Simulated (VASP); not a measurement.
Write the native input for VASP 6.6.1 that does the following.

```yaml
Task: single point
Functional: PBE
Potentials_or_basis: VASP PAW PBE potentials, release 64 (Ir)
Cutoff: 520 eV
k_mesh: 12 × 12 × 6
Occupations: gaussian, width 0.15 eV
Spin: no spin polarisation
Dipole_correction: no
Further_INCAR_settings: ALGO = Normal; EDIFF = 1e-07; NBANDS = 16
```

The structure of Ir lies in POSCAR:

```
Ir
1.0
    2.7513778946      0.0000000000      0.0000000000
   -1.3756889473      2.3827631521      0.0000000000
    0.0000000000      0.0000000000      4.4622900000
Ir
2
Direct
    0.6666666667      0.3333333333      0.7500000000
    0.3333333333      0.6666666667      0.2500000000
```

This isn't the form of Ir at room conditions, which is fcc.

The input as run:

INCAR

```
SYSTEM = Ir
  PREC = Accurate
  ENCUT = 520
  EDIFF = 1E-7
  ISMEAR = 0
  SIGMA = 0.15
  LREAL = .False.
  LASPH = .True.
  NELM = 100
  ALGO = Normal
  ISIF = 2
  LWAVE = .False.
  LCHARG = .False.
  GGA = PE
  NBANDS = 16
```

KPOINTS

```
regular mesh
0
Gamma
  12 12 6
  0 0 0
```

Potentials or basis: VASP PAW PBE potentials, release 64 (Ir).

Run with:

```console
$ cat potpaw_PBE.64/Ir/POTCAR > POTCAR
$ mpirun -np 1 vasp_std > vasp.out
```

It gave:

| Property | Result |
| --- | --- |
| Pressure | -1.0 GPa |
| Band gap on the k mesh | none (metal or under the smearing width) |

Run time: 16 s on 1 thread of Intel(R) Xeon(R) 6975P-C (Granite Rapids) (shared host), peak memory 0.16 GiB.
